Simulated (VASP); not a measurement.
# SnO (P1) in VASP: notebook

One crystal, SnO, is run at these levels: PBEsol; tasks: single point.

All numbers are computed with VASP 6.6.1; they aren't measurements. Logs are shortened: lines on timing, memory, paths and dates and some standing lists are left out, and cuts for length are marked.

### 1 Starting point

The typed cell holds 4 atoms: a = 3.349 Å, b = 5.665 Å, c = 4.215 Å, α = 90.00°, β = 90.00°, γ = 90.00°.

The cell comes from a database or a generator and needn't be the stable form of this composition.

### 2 Single point, PBEsol

The input, INCAR:

```
SYSTEM = SnO
ALGO = Normal
EDIFF = 1E-6
ENCUT = 520
GGA = PS
ISIF = 2
ISMEAR = 0
LASPH = .TRUE.
LCHARG = .FALSE.
LREAL = .FALSE.
LWAVE = .FALSE.
NBANDS = 28
NELM = 100
PREC = Accurate
SIGMA = 0.01
```

The input, KPOINTS:

```
k-points
0
G
  4 2 3
  0 0 0
```

The input, POSCAR:

```
SnO
1.0
    3.3493989879      0.0000000000      0.0000000000
    0.0000000000      5.6646273613      0.0000000000
    0.0000000000      0.0000000000      4.2149216230
Sn O
2 2
Direct
    0.9891500000      0.2072700000      0.5201300000
    0.4867500000      0.7625300000      0.9855500000
    0.0067200000      0.8917900000      0.7603100000
    0.4834700000      0.1168400000      0.2551800000
```

Potentials or basis: VASP PAW PBE potentials, release 64 (Sn_d, O).

The run is started by

```sh
> cat potpaw_PBE.64/Sn_d/POTCAR potpaw_PBE.64/O/POTCAR > POTCAR
> mpirun -np 1 vasp_std > vasp.out
```

OUTCAR:

```text
SYSTEM = SnO
   EDIFF = 1E-6
   ENCUT = 520
   GGA = PS
   ISIF = 2
   ISMEAR = 0
   LASPH = .TRUE.
   LREAL = .FALSE.
   NELM = 100
   PREC = Accurate

 ion  position               nearest neighbor table
   1  0.989  0.207  0.520-   3 2.05   4 2.06   4 2.09   2 3.60   2 3.61
   2  0.487  0.763  0.986-   3 2.01   3 2.11   4 2.31   1 3.60   1 3.61
   3  0.007  0.892  0.760-   2 2.01   1 2.05   2 2.11
   4  0.483  0.117  0.255-   1 2.06   1 2.09   2 2.31

  LATTYP: Found a simple orthorhombic cell.
 ALAT       =     3.3493989879
 B/A-ratio  =     1.2584113264
 C/A-ratio  =     1.6912369598

  Lattice vectors:

 A1 = (  -3.3493989879,   0.0000000000,   0.0000000000)
 A2 = (   0.0000000000,   0.0000000000,   4.2149216230)
 A3 = (   0.0000000000,   5.6646273613,   0.0000000000)

Analysis of symmetry for initial positions (statically):
=====================================================================
 Subroutine PRICEL returns:
 Original cell was already a primitive cell.

 Routine SETGRP: Setting up the symmetry group for a
 simple orthorhombic supercell.

 Subroutine GETGRP returns: Found  1 space group operations
 (whereof  1 operations were pure point group operations)
 out of a pool of  8 trial point group operations.

The static configuration has the point symmetry C_1 .

Analysis of symmetry for dynamics (positions and initial velocities):
=====================================================================
 Subroutine PRICEL returns:
 Original cell was already a primitive cell.

 Routine SETGRP: Setting up the symmetry group for a
 simple orthorhombic supercell.

 Subroutine GETGRP returns: Found  1 space group operations
 (whereof  1 operations were pure point group operations)
 out of a pool of  8 trial point group operations.

The dynamic configuration has the point symmetry C_1 .

 Subroutine INISYM returns: Found  1 space group operations
 (whereof  1 operations are pure point group operations),
 and found     1 'primitive' translations

----------------------------------------------------------------------------------------

                                     Primitive cell

  volume of cell :      79.9701

  direct lattice vectors                    reciprocal lattice vectors
     3.349398988  0.000000000  0.000000000     0.298561027  0.000000000  0.000000000
     0.000000000  5.664627361  0.000000000     0.000000000  0.176534119  0.000000000
[... 79 lines left out ...]
   LREAL  =      F    real-space projection
   EDIFFG = 0.1E-04   stopping-criterion for IOM
   NSW    =      0    number of steps for IOM
   IBRION =     -1    ionic relax: 0-MD 1-quasi-New 2-CG
   NFREE  =      0    steps in history (QN), initial steepest desc. (CG)
   ISIF   =      2    stress and relaxation
   ISYM   =      2    0-nonsym 1-usesym 2-fastsym
   POTIM  = 0.5000    time-step for ionic-motion
   TEBEG  =    0.0;   TEEND  =   0.0 temperature during run
   PSTRESS=    0.0 pullay stress
   NELECT =      40.0000    total number of electrons
   NUPDOWN=      -1.0000    fix difference up-down
   EMIN   =  10.00;   EMAX   =-10.00  energy-range for DOS
   EFERMI =   0.00;   METHOD = LEGACY
   ISMEAR =     0;   SIGMA  =   0.01  broadening in eV -4-tet -1-fermi 0-gaus
   EFERMI_NEDOS =   21; number of points for ismear=-14 and -15
   IALGO  =     38    algorithm
   IMIX   =      4    mixing-type and parameters
     AMIX     =   0.40;   BMIX     =  1.00
     AMIX_MAG =   1.60;   BMIX_MAG =  1.00
  volume/ion in A,a.u.               =      19.99       134.92
  Fermi-wavevector in a.u.,A,eV,Ry     =   1.299528  2.455752 22.977146  1.688773
  Thomas-Fermi vector in A             =   2.430786
   LORBIT       =      0    0 simple, 1 ext, 2 COOP (PROOUT), +10 PAW based schemes
   GGA     = PS    functional components
   LHFCALC =     F    Hartree Fock is set to
   AEXX    =    0.0000 exact exchange contribution
   IVDW    =     0    specifies the selected vdW correction
   LEPSILON=     F    determine dielectric tensor
   LRPA    =     F    only Hartree local field effects (RPA)
 non-spin polarized calculation
 Gauss-broadening in eV      SIGMA  =   0.01
  energy-cutoff  :      520.00
  volume of cell :       79.97
 maximum number of plane-waves:      2172
 NGX is ok and might be reduce to    28
   NGX = 13   NGY = 21   NGZ = 15

 number of electron      39.9999996 magnetization

 Free energy of the ion-electron system (eV)
  ---------------------------------------------------
  ext. energy  EPLUGINS =         0.00000000
  ---------------------------------------------------
  free energy    TOTEN  =       -23.48896839 eV

  energy without entropy =      -23.48896839  energy(sigma->0) =      -23.48896839

 E-fermi :   5.0743     XC(G=0):  -9.7342

 val. band max:        5.0105873732   @ k =   0.0000   0.0000   0.0000
 cond. band min:       6.4532541871   @ k =   0.0000   0.5000   0.3333
 fundamental gap:      1.4426668140
 Fermi energy:         5.0742764815

 k-point     1 :       0.0000    0.0000    0.0000
  band No.  band energies     occupation
      1     -16.6739      2.00000
      2     -16.1073      2.00000
      3     -16.0705      2.00000
      4     -15.9838      2.00000
      5     -15.9486      2.00000
      6     -15.9373      2.00000
[... 423 lines left out ...]
     27      14.5738      0.00000
     28      14.7522      0.00000

------------------------ aborting loop because EDIFF is reached ----------------------------------------

  FORCE on cell =-STRESS in cart. coord.  units (eV):
  Direction    XX          YY          ZZ          XY          YZ          ZX
  --------------------------------------------------------------------------------------
  -------------------------------------------------------------------------------------
  Total        2.5869007      1.4167624      1.6092514     -0.4199458     -1.9382512      0.4721247
  in kB       51.8277791     28.3844099     32.2408689     -8.4134880    -38.8322823      9.4588766
  external PRESSURE =      37.4843526 kB  Pullay stress =       0.0000000 kB

 VOLUME and BASIS-vectors are now :
 -----------------------------------------------------------------------------
  energy-cutoff  :      520.00
  volume of cell :       79.97
      direct lattice vectors                 reciprocal lattice vectors
     3.349398988  0.000000000  0.000000000     0.298561027  0.000000000  0.000000000
     0.000000000  5.664627361  0.000000000     0.000000000  0.176534119  0.000000000
     0.000000000  0.000000000  4.214921623     0.000000000  0.000000000  0.237252336

 POSITION                                       TOTAL-FORCE (eV/Angst)
 -----------------------------------------------------------------------------------
      3.31306      1.17411      2.19231        -0.150365      1.977386      0.253757
      1.63032      4.31945      4.15402         0.692314     -0.647549      1.543174
      0.02251      5.05166      3.20465        -0.828522      0.104057     -0.863790
      1.61933      0.66186      1.07556         0.286572     -1.433894     -0.933140
 -----------------------------------------------------------------------------------
    total drift:                               -0.000715     -0.001022     -0.000196

  FREE ENERGIE OF THE ION-ELECTRON SYSTEM (eV)
  ---------------------------------------------------
  free  energy   TOTEN  =       -23.4889683899 eV

  energy  without entropy=      -23.4889683899  energy(sigma->0) =      -23.48896839
```

OSZICAR:

```text
N       E                     dE             d eps       ncg     rms          rms(c)
DAV:   1     0.435211807283E+03    0.43521E+03   -0.20210E+04   804   0.209E+03
DAV:   2     0.431281325384E+02   -0.39208E+03   -0.37724E+03   792   0.539E+02
DAV:   3    -0.236459114861E+02   -0.66774E+02   -0.65719E+02   912   0.188E+02
DAV:   4    -0.269407709772E+02   -0.32949E+01   -0.32784E+01   912   0.456E+01
DAV:   5    -0.270203285143E+02   -0.79558E-01   -0.79539E-01   888   0.763E+00    0.114E+01
DAV:   6    -0.235731292007E+02    0.34472E+01   -0.14686E+01  1276   0.463E+01    0.508E+00
DAV:   7    -0.235342134630E+02    0.38916E-01   -0.18835E+00   916   0.882E+00    0.259E+00
DAV:   8    -0.234996692804E+02    0.34544E-01   -0.30657E-01  1180   0.431E+00    0.833E-01
DAV:   9    -0.234880200702E+02    0.11649E-01   -0.38330E-02  1228   0.235E+00    0.236E-01
DAV:  10    -0.234887929486E+02   -0.77288E-03   -0.69080E-03   836   0.595E-01    0.135E-01
DAV:  11    -0.234890152658E+02   -0.22232E-03   -0.63225E-04  1176   0.336E-01    0.491E-02
DAV:  12    -0.234889638930E+02    0.51373E-04   -0.17516E-04  1216   0.172E-01    0.127E-02
DAV:  13    -0.234889687997E+02   -0.49068E-05   -0.47903E-05   872   0.538E-02    0.865E-03
DAV:  14    -0.234889683899E+02    0.40986E-06   -0.49372E-06   872   0.230E-02
   1 F= -.23488968E+02 E0= -.23488968E+02  d E =-.568743E-21
```

stdout:

```text
POSCAR found type information on POSCAR SnO
 POSCAR found :  2 types and       4 ions
 scaLAPACK will be used
 -----------------------------------------------------------------------------
|                                                                             |
|                                                                             |
|     You enforced a specific xc type in the INCAR file but a different       |
|     I HOPE YOU KNOW WHAT YOU ARE DOING!                                     |
|                                                                             |
 -----------------------------------------------------------------------------

 LDA part: xc-table for (Slater+PW92), standard interpolation
 POSCAR, INCAR and KPOINTS ok, starting setup
 FFT: planning ... GRIDC
 FFT: planning ... GRID_SOFT
 FFT: planning ... GRID
 WAVECAR not read
 entering main loop
```

Wall time 21 s (1 thread of Intel Xeon Platinum 8488C (Sapphire Rapids), shared host); peak memory 0.19 GiB.

Results:

| Item | Value |
| --- | --- |
| Free energy | -23.4890 eV |
| Pressure | 3.7 GPa |
| Largest force | 1.999 eV/Å |
| Band gap on the k mesh | 1.44 eV, indirect (least direct gap 2.29 eV) |

Forces in eV/Å, atoms in the order of the input:
```
Sn  -0.150  1.977  0.254
Sn   0.692 -0.648  1.543
O   -0.829  0.104 -0.864
O    0.287 -1.434 -0.933
```

Levels at points of the mesh, in eV from the valence-band top:
```tsv
k point	band 18	band 19	band 20	band 21	band 22	band 23
(0.00, 0.00, 0.00)	-3.43	-2.60	0.00	2.29	2.77	5.51
(0.50, 0.00, 0.00)	-2.87	-1.55	-0.93	2.66	2.81	4.64
(0.00, 0.50, 0.00)	-3.45	-2.07	-1.46	2.89	3.84	4.27
(0.50, 0.50, 0.00)	-2.96	-1.22	-0.62	1.87	1.97	5.82
```

Caveat: the k mesh is coarse (spacing up to 0.55 Å⁻¹), so the values aren't converged; the PAW data sets were made with another functional, which shifts forces and pressure a little; spin-orbit coupling is left out, which moves the levels of the heavy elements; an odd mesh through Γ misses points on the zone boundary, where band edges often lie.

### 3 Single point, PBEsol

This run uses another cell than the first one, of 20.09 Å³/atom, 1.005 times its volume.

The input, INCAR:

```
SYSTEM = SnO
PREC     = Accurate       ! precision mode
ENCUT    = 520            ! plane-wave cutoff, eV
EDIFF    = 1E-6           ! SCF threshold, eV
ISMEAR   = 0              ! smearing method
SIGMA    = 0.01           ! smearing width, eV
LREAL    = .FALSE.        ! projectors in reciprocal space
LASPH    = .TRUE.         ! aspherical terms in the spheres
NELM     = 100            ! most SCF steps
ALGO     = Normal         ! electronic algorithm
ISIF     = 2              ! what is computed and relaxed
LWAVE    = .FALSE.        ! write WAVECAR
LCHARG   = .TRUE.         ! write CHGCAR
GGA      = PS             ! functional
LELF     = .TRUE.         ! ELF
LVHAR    = .TRUE.       
NBANDS   = 28             ! bands
```

The input, KPOINTS:

```
Automatic mesh
0
G
  4 2 3
  0 0 0
```

The input, POSCAR:

```
SnO
1.0
    3.3550000000      0.0000000000      0.0000000000
    0.0000000000      5.6741000000      0.0000000000
    0.0000000000      0.0000000000      4.2219700000
Sn O
2 2
Direct
    0.9891500000      0.2072700000      0.5201300000
    0.4867500000      0.7625300000      0.9843657187
    0.0067200000      0.8917900000      0.7603100000
    0.4834700000      0.1168400000      0.2551800000
```

Potentials or basis: VASP PAW PBE potentials, release 64 (Sn_d, O).

The run is started by

```sh
> cat potpaw_PBE.64/Sn_d/POTCAR potpaw_PBE.64/O/POTCAR > POTCAR
> mpirun -np 1 vasp_std > vasp.out
```

Run time: 22 s. Hardware: 1 thread of Intel Xeon Platinum 8488C (Sapphire Rapids), shared host; peak memory 0.19 GiB.

It converged, with:

```yaml
Free_energy: -23.4905 eV
Pressure: 3.4 GPa
Largest_force: 1.918 eV/Å
Band_gap_on_the_k_mesh: 1.44 eV, indirect (least direct gap 2.29 eV)
```

Forces on the atoms (eV/Å):
```
Sn  -0.145  1.900  0.221
Sn   0.689 -0.605  1.541
O   -0.825  0.129 -0.865
O    0.282 -1.424 -0.896
```

Stress tensor (GPa, compression positive):
```
 4.73 -0.83  0.94
-0.83  2.50 -3.88
 0.94 -3.88  2.91
```

Levels at points of the mesh, in eV from the valence-band top:
```tsv
k point	band 16	band 17	band 18	band 19	band 20	band 21	band 22	band 23	band 24	band 25
(0.00, 0.00, 0.00)	-4.64	-4.00	-3.40	-2.58	0.00	2.29	2.76	5.49	5.66	7.91
(0.50, 0.00, 0.00)	-4.60	-3.46	-2.84	-1.55	-0.93	2.67	2.81	4.61	5.66	6.55
(0.00, 0.50, 0.00)	-4.55	-4.21	-3.42	-2.05	-1.45	2.89	3.83	4.24	4.88	7.14
(0.50, 0.50, 0.00)	-4.58	-3.50	-2.92	-1.22	-0.62	1.87	1.96	5.79	6.72	7.13
```

Caveat: the k mesh is coarse (spacing up to 0.55 Å⁻¹), so the values aren't converged; the PAW data sets were made with another functional, which shifts forces and pressure a little; spin-orbit coupling is left out, which moves the levels of the heavy elements; an odd mesh through Γ misses points on the zone boundary, where band edges often lie.
